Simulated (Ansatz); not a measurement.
**Ga: stationary points along a deformation path**

Level of theory: DFT PBEsol, scalar-relativistic, plane waves, PAW in Ansatz 0.2.0. The runs took a 420 eV cutoff, a Γ-centred 26×26×26 mesh and Gaussian smearing (0.15 eV). No spin polarisation. Energies are free energies at this smearing, counted from the undisturbed cell; pressure is positive in compression.

The undisturbed cell (as given, not relaxed at this level; it stands at 0.5 GPa; this form isn't the usual structure):

```
CELL_PARAMETERS angstrom
-1.40400 1.40400 2.22900
1.40400 -1.40400 2.22900
1.40400 1.40400 -2.22900
ATOMIC_POSITIONS crystal
Ga 0.00000 0.00000 0.00000
```

At fixed volume and fractional coordinates, lengths along (0.000, 0.000, 1.000) are scaled against those across it; ρ is that ratio over its starting value. V = 17.575 Å³/atom. Δσ is the stress along the axis less the mean stress across it (compression positive).

| ρ | ΔE (meV/atom) | Δσ (GPa) | space group |
| --- | --- | --- | --- |
| 0.850 | 1.7 | 0.23 | I4/mmm |
| 0.920 | 1.9 | 0.22 | I4/mmm |
| 0.960 | 0.1 | 0.37 | I4/mmm |
| 1.000 | 0.0 | -0.27 | I4/mmm |
| 1.100 | 8.4 | -2.20 | I4/mmm |
| 1.200 | 32.5 | -6.07 | I4/mmm |

Question: How does the stress give the slope of the energy, and where is the energy stationary?

Answer: Along the path d ln(length) is 2/3 d ln ρ on the axis and −1/3 d ln ρ across it, so dE/d ln ρ = −(2/3) V Δσ: the energy falls with ρ where Δσ is positive. Δσ vanishes or changes sign between ρ = 0.960 and 1.000, a minimum (near 0.98 by linear interpolation). Pairs of stationary points between two samples would go unseen, and could change a minimum read from distant neighbours into a maximum.

Question: Integrate that slope from ρ = 1 to 0.850 by the trapezoid rule.

Answer: With V/N in Å³ and 1 eV/Å³ = 160.2 GPa the slopes at ρ = 1.000, 0.960, 0.920, 0.850 are 20, -27, -16, -17 meV/atom per unit of ln ρ. The steps add 0.1 + 0.9 + 1.3 = 2.4 meV/atom, against 1.7 from the energies; the trapezoid rule misses the curvature of the slope within each step.

In a metal these slopes depend on the k mesh and the smearing.